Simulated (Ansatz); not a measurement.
The system is Ti3Ni.

```
Ni Ti
1.0
     3.93518    0.00000    0.00000
     0.00000    3.93518    0.00000
     0.00000    0.00000    3.93518
Ni Ti
1 3
Direct
  0.00000 0.00000 0.00000
  0.50000 0.50000 0.00000
  0.50000 0.00000 0.50000
  0.00000 0.50000 0.50000
```

The cell comes from a database or a generator and needn't be the stable form of this composition.

Base run:

```yaml
Program: Ansatz 0.2.0
Functional: PBEsol
Potentials_or_basis: Ansatz PAW
Cutoff: "420 eV (not typed: the program's choice for these potentials)"
k_mesh: 6 × 6 × 6
Occupations: fermi-dirac, width 0.05 eV
Spin: collinear spin, ferromagnetic start
Starting_moments: "[1.5, 1.5, 1.5, 1.5] μB"
Fixed_moment: 6 μB
```

Its results: pressure 2.2 GPa; site moments Ni +0.73; Ti +1.32 μB.

Problem. The run is repeated on the same cell with these changes: fixed moment from 6 μB to 4 μB; moments at the start from [1.5, 1.5, 1.5, 1.5] to [1.0, 1.0, 1.0, 1.0]. What comes out?

Solution. Pressure -1.6 GPa; site moments Ni +0.48; Ti +0.89 μB.

Caveats: the total moment is fixed, so each spin has its own Fermi level; the PAW data sets come from PBE, with cores solved anew for the run's functional, which leaves a small shift of forces and pressure; the thresholds are loose for stress.
